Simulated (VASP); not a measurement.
# Pd (Fd-3m) in VASP: notebook

Runs on Pd. Level: LDA. Tasks: single point.

All numbers are computed with VASP 6.6.1; they aren't measurements. Logs are shortened: lines on timing, memory, paths and dates and some standing lists are left out, and cuts for length are marked.

## Step 1: Starting point

The structure is cubic, space group Fd-3m (No. 227). The conventional cell has a = 5.654 Å, b = 5.654 Å, c = 5.654 Å, α = 90.00°, β = 90.00°, γ = 90.00°. Pd (site symmetry -43m) has 4 Pd at 2.45 Å as nearest neighbours.

The cell was built by a generator and needn't be a form met in nature.

## Step 2: Single point, LDA

INCAR reads:

```
PREC = Accurate
ENCUT = 520
EDIFF = 1E-6
ISMEAR = -1
SIGMA = 0.05
LREAL = False
LASPH = True
NELM = 100
ALGO = Fast
ISIF = 2
LWAVE = False
LCHARG = False
NBANDS = 17
```

KPOINTS reads:

```
Automatic mesh
0
Gamma
  7 7 7
```

POSCAR reads:

```
Pd
1.0
    0.0000000000      2.8267915129      2.8267915129
    2.8267915129      0.0000000000      2.8267915129
    2.8267915129      2.8267915129      0.0000000000
Pd
2
Direct
    1.0000000000      1.0000000000      1.0000000000
    0.2500000000      0.2500000000      0.2500000000
```

Potentials or basis: VASP PAW LDA potentials, release 64 (Pd).

Command:

```
$ cat potpaw_LDA.64/Pd/POTCAR > POTCAR
$ mpirun -np 1 vasp_std > vasp.out
```

OUTCAR:

```text
PREC = Accurate
   ENCUT = 520
   EDIFF = 1E-6
   ISMEAR = -1
   LREAL = False
   LASPH = True
   NELM = 100
   ISIF = 2

 ion  position               nearest neighbor table
   1  0.000  0.000  0.000-   2 2.45   2 2.45   2 2.45   2 2.45
   2  0.250  0.250  0.250-   1 2.45   1 2.45   1 2.45   1 2.45

  LATTYP: Found a face centered cubic cell.
 ALAT       =     5.6535830258

  Lattice vectors:

 A1 = (   0.0000000000,   2.8267915129,   2.8267915129)
 A2 = (   2.8267915129,   0.0000000000,   2.8267915129)
 A3 = (   2.8267915129,   2.8267915129,   0.0000000000)

Analysis of symmetry for initial positions (statically):
=====================================================================
 Subroutine PRICEL returns:
 Original cell was already a primitive cell.

 Routine SETGRP: Setting up the symmetry group for a
 face centered cubic supercell.

 Subroutine GETGRP returns: Found 48 space group operations
 (whereof 24 operations were pure point group operations)
 out of a pool of 48 trial point group operations.

The static configuration has the point symmetry T_d .
 The point group associated with its full space group is O_h .

Analysis of symmetry for dynamics (positions and initial velocities):
=====================================================================
 Subroutine PRICEL returns:
 Original cell was already a primitive cell.

 Routine SETGRP: Setting up the symmetry group for a
 face centered cubic supercell.

 Subroutine GETGRP returns: Found 48 space group operations
 (whereof 24 operations were pure point group operations)
 out of a pool of 48 trial point group operations.

The dynamic configuration has the point symmetry T_d .
 The point group associated with its full space group is O_h .

 Subroutine INISYM returns: Found 48 space group operations
 (whereof 24 operations are pure point group operations),
 and found     1 'primitive' translations

----------------------------------------------------------------------------------------

                                     Primitive cell

  volume of cell :      45.1764

  direct lattice vectors                    reciprocal lattice vectors
     0.000000000  2.826791513  2.826791513    -0.176878980  0.176878980  0.176878980
     2.826791513  0.000000000  2.826791513     0.176878980 -0.176878980  0.176878980
     2.826791513  2.826791513  0.000000000     0.176878980  0.176878980 -0.176878980

  length of vectors
     3.997686896  3.997686896  3.997686896     0.306363380  0.306363380  0.306363380

  position of ions in fractional coordinates (direct lattice)
     0.000000000  0.000000000  0.000000000
     0.250000000  0.250000000  0.250000000

  ion indices of the primitive-cell ions
   primitive index   ion index
                 1           1
                 2           2

----------------------------------------------------------------------------------------

 KPOINTS: Automatic mesh

Automatic generation of k-mesh.
 Grid dimensions read from file:
 generate k-points for:    7    7    7

 Generating k-lattice:

  Cartesian coordinates                     Fractional coordinates (reciprocal lattice)
    -0.025268426  0.025268426  0.025268426     0.142857143  0.000000000  0.000000000
     0.025268426 -0.025268426  0.025268426     0.000000000  0.142857143  0.000000000
     0.025268426  0.025268426 -0.025268426     0.000000000  0.000000000  0.142857143

  Length of vectors
     0.043766197  0.043766197  0.043766197

  Shift w.r.t. Gamma in fractional coordinates (k-lattice)
     0.000000000  0.000000000  0.000000000

 Subroutine IBZKPT returns following result:
 ===========================================

 Found     20 irreducible k-points:

 Following reciprocal coordinates:
            Coordinates               Weight
  0.000000  0.000000  0.000000      1.000000
  0.142857  0.000000  0.000000      8.000000
  0.285714  0.000000  0.000000      8.000000
  0.428571  0.000000  0.000000      8.000000
  0.142857  0.142857  0.000000      6.000000
  0.285714  0.142857  0.000000     24.000000
[... 12 lines left out ...]
 -0.428571  0.428571  0.142857     24.000000
 -0.285714  0.428571  0.142857     24.000000
   k-points           NKPTS =     20   k-points in BZ     NKDIM =     20   number of bands    NBANDS=     17
   number of dos      NEDOS =    301   number of ions     NIONS =      2
   total plane-waves  NPLWV =  27000
   dimension x,y,z NGX =    30 NGY =   30 NGZ =   30
   dimension x,y,z NGXF=    60 NGYF=   60 NGZF=   60
   ions per type =               2
   NGX,Y,Z   is equivalent  to a cutoff of  12.48, 12.48, 12.48 a.u.
   NGXF,Y,Z  is equivalent  to a cutoff of  24.95, 24.95, 24.95 a.u.
 SYSTEM =  unknown system
   PREC   = accura    normal or accurate (medium, high low for compatibility)
   ISTART =      0    job   : 0-new  1-cont  2-samecut
   ICHARG =      2    charge: 1-file 2-atom 10-const
   ISPIN  =      1    spin polarized calculation?
   LNONCOLLINEAR =      F non collinear calculations
   LSORBIT =      F    spin-orbit coupling
   LASPH  =      T    aspherical Exc in radial PAW
   ENCUT  =  520.0 eV  38.22 Ry    6.18 a.u.   7.43  7.43  7.43*2*pi/ulx,y,z
   NELM   =    100;   NELMIN=  2; NELMDL= -5     # of ELM steps
   EDIFF  = 0.1E-05   stopping-criterion for ELM
   LREAL  =      F    real-space projection
   EDIFFG = 0.1E-04   stopping-criterion for IOM
   NSW    =      0    number of steps for IOM
   IBRION =     -1    ionic relax: 0-MD 1-quasi-New 2-CG
   NFREE  =      0    steps in history (QN), initial steepest desc. (CG)
   ISIF   =      2    stress and relaxation
   ISYM   =      2    0-nonsym 1-usesym 2-fastsym
   POTIM  = 0.5000    time-step for ionic-motion
   TEBEG  =    0.0;   TEEND  =   0.0 temperature during run
   PSTRESS=    0.0 pullay stress
   NELECT =      20.0000    total number of electrons
   NUPDOWN=      -1.0000    fix difference up-down
   EMIN   =  10.00;   EMAX   =-10.00  energy-range for DOS
   EFERMI =   0.00;   METHOD = LEGACY
   ISMEAR =    -1;   SIGMA  =   0.05  broadening in eV -4-tet -1-fermi 0-gaus
   EFERMI_NEDOS =   21; number of points for ismear=-14 and -15
   IALGO  =     68    algorithm
   IMIX   =      4    mixing-type and parameters
     AMIX     =   0.40;   BMIX     =  1.00
     AMIX_MAG =   1.60;   BMIX_MAG =  1.00
  volume/ion in A,a.u.               =      22.59       152.43
  Fermi-wavevector in a.u.,A,eV,Ry     =   1.247712  2.357834 21.181352  1.556785
  Thomas-Fermi vector in A             =   2.381832
   LORBIT       =      0    0 simple, 1 ext, 2 COOP (PROOUT), +10 PAW based schemes
   GGA     = CA    functional components
   LHFCALC =     F    Hartree Fock is set to
   AEXX    =    0.0000 exact exchange contribution
   IVDW    =     0    specifies the selected vdW correction
   LEPSILON=     F    determine dielectric tensor
   LRPA    =     F    only Hartree local field effects (RPA)
 non-spin polarized calculation
 RMM-DIIS sequential band-by-band and
  energy-cutoff  :      520.00
  volume of cell :       45.18
 maximum number of plane-waves:      1243
 NGX is ok and might be reduce to    30
   NGX = 15   NGY = 15   NGZ = 15

 number of electron      19.9999994 magnetization

 Free energy of the ion-electron system (eV)
  ---------------------------------------------------
  ext. energy  EPLUGINS =         0.00000000
  ---------------------------------------------------
  free energy    TOTEN  =       -10.18741728 eV

  energy without entropy =      -10.13038250  energy(sigma->0) =      -10.15889989

 E-fermi :   4.4980     XC(G=0): -10.7321

 val. band max:        4.4900104773   @ k =  -0.4286   0.4286   0.0000
 cond. band min:       4.5178421232   @ k =  -0.4286   0.2857   0.0000
 fundamental gap:      0.0278316459
 Fermi energy:         4.4979553325

 k-point     1 :       0.0000    0.0000    0.0000
  band No.  band energies     occupation
      1      -0.4950      2.00000
      2       0.7812      2.00000
      3       0.7812      2.00000
      4       0.9477      2.00000
      5       0.9477      2.00000
      6       0.9477      2.00000
[... 9 lines left out ...]
     16      17.0244      0.00000
     17      17.1105      0.00000

 k-point     2 :       0.1429    0.0000    0.0000
  band No.  band energies     occupation
      1      -0.1912      2.00000
      2       0.6365      2.00000
      3       0.6365      2.00000
      4       0.9573      2.00000
      5       1.1697      2.00000
      6       1.1697      2.00000
[... 9 lines left out ...]
     16      17.8150      0.00000
     17      18.5393      0.00000

 k-point     3 :       0.2857    0.0000    0.0000
  band No.  band energies     occupation
      1       0.4809      2.00000
      2       0.6126      2.00000
      3       0.6126      2.00000
      4       1.0660      2.00000
      5       1.2832      2.00000
      6       1.2832      2.00000
[... 9 lines left out ...]
     16      17.8371      0.00000
     17      17.8412      0.00000

 k-point     4 :       0.4286    0.0000    0.0000
  band No.  band energies     occupation
      1       0.7587      2.00000
      2       0.7587      2.00000
      3       0.8346      2.00000
      4       1.1178      2.00000
      5       1.1178      2.00000
      6       1.1828      2.00000
[... 9 lines left out ...]
     16      17.4610      0.00000
     17      17.4611      0.00000

 k-point     5 :       0.1429    0.1429    0.0000
  band No.  band energies     occupation
      1      -0.0793      2.00000
      2       0.4408      2.00000
      3       0.9376      2.00000
      4       0.9376      2.00000
      5       0.9435      2.00000
      6       1.3896      2.00000
[... 9 lines left out ...]
     16      15.9370      0.00000
     17      19.3239      0.00000

 k-point     6 :       0.2857    0.1429    0.0000
  band No.  band energies     occupation
      1       0.3506      2.00000
      2       0.4989      2.00000
      3       0.8612      2.00000
      4       0.9827      2.00000
      5       1.1610      2.00000
      6       1.6176      2.00000
[... 9 lines left out ...]
     16      16.7178      0.00000
     17      19.0978      0.00000

 k-point     7 :       0.4286    0.1429    0.0000
  band No.  band energies     occupation
      1       0.4001      2.00000
      2       0.7615      2.00000
      3       0.8418      2.00000
      4       1.2195      2.00000
      5       1.2887      2.00000
      6       1.5581      2.00000
[... 9 lines left out ...]
     16      18.5907      0.00000
     17      19.0565      0.00000

 k-point     8 :      -0.4286    0.1429    0.0000
  band No.  band energies     occupation
      1       0.4782      2.00000
      2       0.6580      2.00000
      3       0.9336      2.00000
      4       1.2470      2.00000
      5       1.3734      2.00000
      6       1.4112      2.00000
[... 9 lines left out ...]
     16      18.4183      0.00000
     17      18.4325      0.00000
[... 123 lines left out ...]
      1       0.3041      2.00000
      2       0.7721      2.00000
      3       0.8441      2.00000
      4       0.8441      2.00000
      5       2.0945      2.00000
      6       2.1981      2.00000
[... 9 lines left out ...]
     16      14.4259      0.00000
     17      23.9311      0.00000

 k-point    16 :      -0.4286    0.4286    0.0000
  band No.  band energies     occupation
      1       0.3018      2.00000
      2       0.5560      2.00000
      3       0.7928      2.00000
      4       1.1486      2.00000
      5       2.2073      2.00000
      6       2.3929      2.00000
[... 9 lines left out ...]
     16      15.7642      0.00000
     17      23.3936      0.00000

 k-point    17 :       0.4286    0.2857    0.1429
  band No.  band energies     occupation
      1       0.3125      2.00000
      2       0.5815      2.00000
      3       1.0361      2.00000
      4       1.2700      2.00000
      5       1.2708      2.00000
      6       1.8764      2.00000
[... 9 lines left out ...]
     16      16.6375      0.00000
     17      18.8903      0.00000

 k-point    18 :      -0.4286    0.2857    0.1429
  band No.  band energies     occupation
      1       0.3358      2.00000
      2       0.4502      2.00000
      3       1.0888      2.00000
      4       1.4131      2.00000
      5       1.4814      2.00000
      6       1.8473      2.00000
[... 9 lines left out ...]
     16      17.9794      0.00000
     17      19.2858      0.00000

 k-point    19 :      -0.4286    0.4286    0.1429
  band No.  band energies     occupation
      1       0.2801      2.00000
      2       0.4174      2.00000
      3       1.0631      2.00000
      4       1.2800      2.00000
      5       1.9193      2.00000
      6       2.1806      2.00000
[... 9 lines left out ...]
     16      16.0440      0.00000
     17      20.5134      0.00000

 k-point    20 :      -0.2857    0.4286    0.1429
  band No.  band energies     occupation
      1       0.2368      2.00000
      2       0.3793      2.00000
      3       1.1280      2.00000
      4       1.4564      2.00000
      5       1.8114      2.00000
      6       2.2640      2.00000
[... 9 lines left out ...]
     16      18.5035      0.00000
     17      19.7805      0.00000

------------------------ aborting loop because EDIFF is reached ----------------------------------------

  FORCE on cell =-STRESS in cart. coord.  units (eV):
  Direction    XX          YY          ZZ          XY          YZ          ZX
  --------------------------------------------------------------------------------------
  -------------------------------------------------------------------------------------
  Total       -0.4793831     -0.4793831     -0.4793831     -0.0000000      0.0000000     -0.0000000
  in kB      -17.0012934    -17.0012934    -17.0012934     -0.0000000      0.0000000     -0.0000000
  external PRESSURE =     -17.0012934 kB  Pullay stress =       0.0000000 kB

 VOLUME and BASIS-vectors are now :
 -----------------------------------------------------------------------------
  energy-cutoff  :      520.00
  volume of cell :       45.18
      direct lattice vectors                 reciprocal lattice vectors
     0.000000000  2.826791513  2.826791513    -0.176878980  0.176878980  0.176878980
     2.826791513  0.000000000  2.826791513     0.176878980 -0.176878980  0.176878980
     2.826791513  2.826791513  0.000000000     0.176878980  0.176878980 -0.176878980

 POSITION                                       TOTAL-FORCE (eV/Angst)
 -----------------------------------------------------------------------------------
      0.00000      0.00000      0.00000         0.000000      0.000000      0.000000
      1.41340      1.41340      1.41340        -0.000000     -0.000000     -0.000000
 -----------------------------------------------------------------------------------
    total drift:                                0.000000     -0.000000      0.000000

  FREE ENERGIE OF THE ION-ELECTRON SYSTEM (eV)
  ---------------------------------------------------
  free  energy   TOTEN  =       -10.1874172841 eV

  energy  without entropy=      -10.1303824998  energy(sigma->0) =      -10.15889989
```

Run time: 11 s. Hardware: 1 thread of AMD EPYC 9R45 (Zen 5), shared host; peak memory 0.11 GiB.

What came out:

```yaml
Free_energy: -10.1874 eV
Pressure: -1.7 GPa
Band_gap_on_the_k_mesh: none (metal or under the smearing width)
```

## Step 3: Single point, LDA

This run uses another cell than the first one, of 14.00 Å³/atom, 0.620 times its volume.

INCAR reads:

```
SYSTEM = Pd
PREC = Accurate
ENCUT = 520
EDIFF = 1E-6
ISMEAR = -1
SIGMA = 0.05
LREAL = .False.
LASPH = .True.
NELM = 100
ALGO = Fast
ISIF = 2
LWAVE = .False.
LCHARG = .False.
NBANDS = 17
```

KPOINTS reads:

```
regular mesh
0
Gamma
  10 10 5
  0 0 0
```

POSCAR reads:

```
Pd
1.0
    2.6793081073      0.0000000000      0.0000000000
   -1.3396540536      2.3203488854      0.0000000000
    0.0000000000      0.0000000000      4.5031357144
Pd
2
Direct
    0.3333333333      0.6666666667      0.2500000000
    0.6666666667      0.3333333333      0.7500000000
```

Potentials or basis: VASP PAW LDA potentials, release 64 (Pd).

Command:

```
$ cat potpaw_LDA.64/Pd/POTCAR > POTCAR
$ mpirun -np 1 vasp_std > vasp.out
```

Wall time 12 s (1 thread of AMD EPYC 9R45 (Zen 5), shared host); peak memory 0.1 GiB.

It converged, with:

| Item | Value |
| --- | --- |
| Free energy | -12.9429 eV |
| Pressure | 3.9 GPa |
| Band gap on the k mesh | none (metal or under the smearing width) |

Stress tensor (GPa, compression positive):
```
3.62 0.00 0.00
0.00 3.62 0.00
0.00 0.00 4.31
```

Levels at points of the mesh, in eV from the Fermi level:
```tsv
k point	band 8	band 9	band 10	band 11	band 12	band 13
(0.00, 0.00, 0.00)	-1.77	-1.77	-0.24	-0.24	0.58	7.24
(0.50, 0.00, 0.00)	0.04	0.07	0.27	2.70	4.77	9.93
```
